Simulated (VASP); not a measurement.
# Ni (P6_3/mmc) in VASP: notebook

Runs on Ni. Level: LDA. Tasks: density of states, electric field gradients.

Everything below comes from runs of VASP 6.6.1. Logs are shortened: lines on timing, memory, paths and dates and some standing lists are left out, and cuts for length are marked.

### 1 Starting point

It takes space group P6_3/mmc (No. 194, hexagonal). The conventional cell has a = 2.448 Å, b = 2.448 Å, c = 4.073 Å, α = 90.00°, β = 90.00°, γ = 120.00°. Ni (site symmetry -6m2) is surrounded by 12 Ni at 2.45 to 2.48 Å.

This isn't the form of Ni at room conditions, which is fcc.

### 2 Density of states, LDA, collinear spin, typed start

Contents of POSCAR:

```
Ni
1.0
    2.4480228978      0.0000000000      0.0000000000
   -1.2240114489      2.1200500186      0.0000000000
    0.0000000000      0.0000000000      4.0728075700
Ni
2
Direct
    0.3333333333      0.6666666667      0.2500000000
    0.6666666667      0.3333333333      0.7500000000
```

Contents of INCAR.step1:

```
  PREC = Accurate
  ENCUT = 520
  EDIFF = 1E-7
  ISMEAR = -1
  SIGMA = 0.08
  LREAL = False
  LASPH = True
  NELM = 150
  ALGO = Normal
  ISIF = 2
  LWAVE = False
  LCHARG = True
  ISPIN = 2
  MAGMOM = 1.5 1.5
  LMAXMIX = 4
  GGA = CA
  NBANDS = 21
```

Contents of KPOINTS.step1:

```
Automatic mesh
0
Gamma
  15 15 8
```

Contents of INCAR.step2:

```
  PREC = Accurate
  ENCUT = 520
  EDIFF = 1E-7
  ISMEAR = -5
  SIGMA = 0.08
  LREAL = False
  LASPH = True
  NELM = 150
  ALGO = Normal
  ISIF = 2
  LWAVE = False
  LCHARG = False
  ISPIN = 2
  MAGMOM = 1.5 1.5
  LORBIT = 11
  LMAXMIX = 4
  GGA = CA
  NBANDS = 21
  NEDOS = 1001
  ICHARG = 11
```

Contents of KPOINTS.step2:

```
Automatic mesh
0
Gamma
  23 23 12
```

Potentials or basis: VASP PAW LDA potentials, release 64 (Ni).

The run is started by

```
> cat potpaw_LDA.64/Ni/POTCAR > POTCAR
> cp INCAR.step1 INCAR
> cp KPOINTS.step1 KPOINTS
> mpirun -np 1 vasp_std > vasp.out
> cp INCAR.step2 INCAR
> cp KPOINTS.step2 KPOINTS
> mpirun -np 1 vasp_std > vasp.out
```

OUTCAR:

```text
PREC = Accurate
   ENCUT = 520
   EDIFF = 1E-7
   ISMEAR = -5
   LREAL = False
   LASPH = True
   NELM = 150
   ISIF = 2
   ISPIN = 2
   LORBIT = 11
   GGA = CA
   ICHARG = 11

 ion  position               nearest neighbor table
   1  0.333  0.667  0.250-   2 2.48   2 2.48   2 2.48   2 2.48   2 2.48   2 2.48
   2  0.667  0.333  0.750-   1 2.48   1 2.48   1 2.48   1 2.48   1 2.48   1 2.48

  LATTYP: Found a hexagonal cell.
 ALAT       =     2.4480228978
 C/A-ratio  =     1.6637130207

  Lattice vectors:

 A1 = (   2.4480228978,   0.0000000000,   0.0000000000)
 A2 = (  -1.2240114489,   2.1200500186,   0.0000000000)
 A3 = (   0.0000000000,   0.0000000000,   4.0728075700)

Analysis of symmetry for initial positions (statically):
=====================================================================
 Subroutine PRICEL returns:
 Original cell was already a primitive cell.

 Routine SETGRP: Setting up the symmetry group for a
 hexagonal supercell.

 Subroutine GETGRP returns: Found 24 space group operations
 (whereof 12 operations were pure point group operations)
 out of a pool of 24 trial point group operations.

The static configuration has the point symmetry D_3d.
 The point group associated with its full space group is D_6h.

Analysis of symmetry for dynamics (positions and initial velocities):
=====================================================================
 Subroutine PRICEL returns:
 Original cell was already a primitive cell.

 Routine SETGRP: Setting up the symmetry group for a
 hexagonal supercell.

 Subroutine GETGRP returns: Found 24 space group operations
 (whereof 12 operations were pure point group operations)
 out of a pool of 24 trial point group operations.

The dynamic configuration has the point symmetry D_3d.
 The point group associated with its full space group is D_6h.

Analysis of structural, dynamic, and magnetic symmetry:
=====================================================================
 Subroutine PRICEL returns:
 Original cell was already a primitive cell.

 Routine SETGRP: Setting up the symmetry group for a
 hexagonal supercell.

 Subroutine GETGRP returns: Found 24 space group operations
 (whereof 12 operations were pure point group operations)
 out of a pool of 24 trial point group operations.

The overall configuration has the point symmetry D_3d.
 The point group associated with its full space group is D_6h.

 Subroutine INISYM returns: Found 24 space group operations
[... 119 lines left out ...]
     AMIX_MAG =   1.60;   BMIX_MAG =  1.00
  volume/ion in A,a.u.               =      10.57        71.32
  Fermi-wavevector in a.u.,A,eV,Ry     =   1.607187  3.037143 35.144518  2.583049
  Thomas-Fermi vector in A             =   2.703255
   LORBIT       =     11    0 simple, 1 ext, 2 COOP (PROOUT), +10 PAW based schemes
   GGA     = CA    functional components
   LHFCALC =     F    Hartree Fock is set to
   AEXX    =    0.0000 exact exchange contribution
   IVDW    =     0    specifies the selected vdW correction
   LEPSILON=     F    determine dielectric tensor
   LRPA    =     F    only Hartree local field effects (RPA)
 spin polarized calculation
 Fermi weights with tetrahedron method with Bloechl corrections
  energy-cutoff  :      520.00
  volume of cell :       21.14
 maximum number of plane-waves:       592

 number of electron      19.9999995 magnetization       1.2112276

 Free energy of the ion-electron system (eV)
  ---------------------------------------------------
  ext. energy  EPLUGINS =         0.00000000
  ---------------------------------------------------
  free energy    TOTEN  =       -13.06724125 eV

  energy without entropy =      -13.06724125  energy(sigma->0) =      -13.06724125

 E-fermi :   9.4728     XC(G=0): -13.7839

 val. band max:        9.5119272884   @ k =   0.4348  -0.0000   0.3333
 cond. band min:       9.4180472030   @ k =   0.1739  -0.0000   0.5000
 fundamental gap:     -0.0938800854
 Fermi energy:         9.4728032824

 spin component 1

 k-point     1 :       0.0000    0.0000    0.0000
  band No.  band energies     occupation
      1       0.2569      1.00000
      2       4.4773      1.00000
      3       6.9592      1.00000
      4       7.1207      1.00000
      5       7.1207      1.00000
      6       7.3870      1.00000
[... 565 lines left out ...]
     20      37.3279      0.00000
     21      38.2609      0.00000

 [... further k-points ...]

 spin component 2

 k-point     1 :       0.0000    0.0000    0.0000
  band No.  band energies     occupation
      1       0.3049      1.00000
      2       4.8382      1.00000
      3       7.5485      1.00000
      4       7.7038      1.00000
      5       7.7038      1.00000
      6       7.9851      1.00000
[... 565 lines left out ...]
     20      37.4386      0.00000
     21      38.4289      0.00000

 [... further k-points ...]

------------------------ aborting loop because EDIFF is reached ----------------------------------------

  FORCE on cell =-STRESS in cart. coord.  units (eV):
  Direction    XX          YY          ZZ          XY          YZ          ZX
  --------------------------------------------------------------------------------------
  -------------------------------------------------------------------------------------
  Total       -1.2847532     -1.2847532     -1.6608919      0.0000000      0.0000000      0.0000000
  in kB      -97.3811333    -97.3811333   -125.8915178      0.0000000      0.0000000      0.0000000
  external PRESSURE =    -106.8845948 kB  Pullay stress =       0.0000000 kB

 VOLUME and BASIS-vectors are now :
 -----------------------------------------------------------------------------
  energy-cutoff  :      520.00
  volume of cell :       21.14
      direct lattice vectors                 reciprocal lattice vectors
     2.448022898  0.000000000  0.000000000     0.408492911  0.235843492  0.000000000
    -1.224011449  2.120050019  0.000000000     0.000000000  0.471686984  0.000000000
     0.000000000  0.000000000  4.072807570     0.000000000  0.000000000  0.245530873

 POSITION                                       TOTAL-FORCE (eV/Angst)
 -----------------------------------------------------------------------------------
     -0.00000      1.41337      1.01820        -0.000000      0.000000      0.000000
      1.22401      0.70668      3.05461         0.000000      0.000000      0.000000
 -----------------------------------------------------------------------------------
    total drift:                               -0.000000      0.000000     -0.000000

  FREE ENERGIE OF THE ION-ELECTRON SYSTEM (eV)
  ---------------------------------------------------
  free  energy   TOTEN  =       -13.0672412475 eV

  energy  without entropy=      -13.0672412475  energy(sigma->0) =      -13.06724125

 total charge

# of ion       s       p       d       tot
------------------------------------------
    1        0.510   0.521   8.344   9.374
    2        0.510   0.521   8.344   9.374
--------------------------------------------------
tot          1.021   1.041  16.687  18.749

 magnetization (x)

# of ion       s       p       d       tot
------------------------------------------
    1       -0.004  -0.019   0.615   0.592
    2       -0.004  -0.019   0.615   0.592
--------------------------------------------------
tot         -0.008  -0.038   1.231   1.184
```

OUTCAR.step1:

```text
PREC = Accurate
   ENCUT = 520
   EDIFF = 1E-7
   ISMEAR = -1
   LREAL = False
[... 1399 lines left out ...]
     -0.00000      1.41337      1.01820        -0.000000      0.000000      0.000000
      1.22401      0.70668      3.05461         0.000000     -0.000000      0.000000
 -----------------------------------------------------------------------------------
    total drift:                               -0.000000      0.000000     -0.000000

  FREE ENERGIE OF THE ION-ELECTRON SYSTEM (eV)
  ---------------------------------------------------
  free  energy   TOTEN  =       -13.1126969894 eV

  energy  without entropy=      -13.0311612042  energy(sigma->0) =      -13.07192910
```

OSZICAR.step1:

```text
N       E                     dE             d eps       ncg     rms          rms(c)
DAV:   1     0.949853894657E+02    0.94985E+02   -0.88184E+03 12244   0.137E+03
DAV:   2    -0.933280857683E+01   -0.10432E+03   -0.96150E+02 11560   0.236E+02
DAV:   3    -0.151616430973E+02   -0.58288E+01   -0.56190E+01 12902   0.640E+01
DAV:   4    -0.152324804554E+02   -0.70837E-01   -0.70788E-01 13081   0.660E+00
DAV:   5    -0.152343242745E+02   -0.18438E-02   -0.18437E-02 12999   0.105E+00    0.154E+01
DAV:   6    -0.138492029030E+02    0.13851E+01   -0.76128E+00 13367   0.612E+01    0.899E+00
DAV:   7    -0.131529716136E+02    0.69623E+00   -0.17756E+00 13191   0.254E+01    0.263E+00
DAV:   8    -0.131207327810E+02    0.32239E-01   -0.12292E-02 16355   0.126E+00    0.131E+00
DAV:   9    -0.131148876676E+02    0.58451E-02   -0.64084E-04 16551   0.263E-01    0.479E-01
DAV:  10    -0.131126786501E+02    0.22090E-02   -0.20213E-04 20386   0.298E-01    0.861E-02
DAV:  11    -0.131127204540E+02   -0.41804E-04   -0.28048E-05 13608   0.557E-02    0.345E-02
DAV:  12    -0.131126980786E+02    0.22375E-04   -0.17588E-06 18319   0.248E-02    0.180E-02
DAV:  13    -0.131126969477E+02    0.11310E-05   -0.12159E-06 15577   0.113E-02    0.288E-03
DAV:  14    -0.131126969894E+02   -0.41768E-07   -0.62291E-08  8565   0.232E-03
   1 F= -.13112697E+02 E0= -.13071929E+02  d E =-.815358E-01  mag=     1.2112
```

Run time: 2 min. Hardware: 1 thread of Intel Xeon 6975P-C (Granite Rapids), shared host; peak memory 0.36 GiB.

What came out:

```yaml
Net_moment: 1.21 μB per cell
Site_moments: Ni +0.59 μB
Valence_electrons_inside_the_program's_atomic_spheres: Ni 9.37
```

States per cell in windows of 1 eV (zero at the Fermi level; states under -8 eV left out):
| from (eV) | up | down | Ni1_d_up | Ni2_d_up | Ni1_d_down | Ni2_d_down | Ni1_p_up | Ni2_p_up |
| --- | --- | --- | --- | --- | --- | --- | --- | --- |
| -8.0 | 0.10 | 0.09 | 0.00 | 0.00 | 0.00 | 0.00 | 0.01 | 0.01 |
| -7.0 | 0.15 | 0.14 | 0.01 | 0.01 | 0.00 | 0.00 | 0.01 | 0.01 |
| -6.0 | 0.29 | 0.23 | 0.04 | 0.04 | 0.02 | 0.02 | 0.02 | 0.02 |
| -5.0 | 1.15 | 0.68 | 0.40 | 0.40 | 0.19 | 0.19 | 0.04 | 0.04 |
| -4.0 | 1.94 | 1.45 | 0.82 | 0.82 | 0.58 | 0.58 | 0.06 | 0.06 |
| -3.0 | 2.52 | 1.96 | 1.13 | 1.13 | 0.84 | 0.84 | 0.06 | 0.06 |
| -2.0 | 2.23 | 2.69 | 1.04 | 1.04 | 1.22 | 1.22 | 0.04 | 0.04 |
| -1.0 | 2.33 | 2.31 | 1.13 | 1.13 | 1.11 | 1.11 | 0.01 | 0.01 |
| 0.0 | 0.32 | 1.35 | 0.10 | 0.10 | 0.63 | 0.63 | 0.03 | 0.03 |
| 1.0 | 0.27 | 0.32 | 0.07 | 0.07 | 0.10 | 0.10 | 0.04 | 0.04 |
| 2.0 | 0.24 | 0.26 | 0.05 | 0.05 | 0.06 | 0.06 | 0.04 | 0.04 |
| 3.0 | 0.23 | 0.24 | 0.04 | 0.04 | 0.05 | 0.05 | 0.05 | 0.05 |
| 4.0 | 0.19 | 0.21 | 0.03 | 0.03 | 0.04 | 0.04 | 0.04 | 0.04 |
| 5.0 | 0.13 | 0.15 | 0.02 | 0.02 | 0.03 | 0.03 | 0.03 | 0.03 |
| 6.0 | 0.11 | 0.11 | 0.02 | 0.02 | 0.02 | 0.02 | 0.02 | 0.02 |
| 7.0 | 0.34 | 0.26 | 0.06 | 0.06 | 0.05 | 0.05 | 0.04 | 0.04 |

Caveat: tetrahedron occupations give inexact forces and stress in metals.

[end of part 1 of 2]
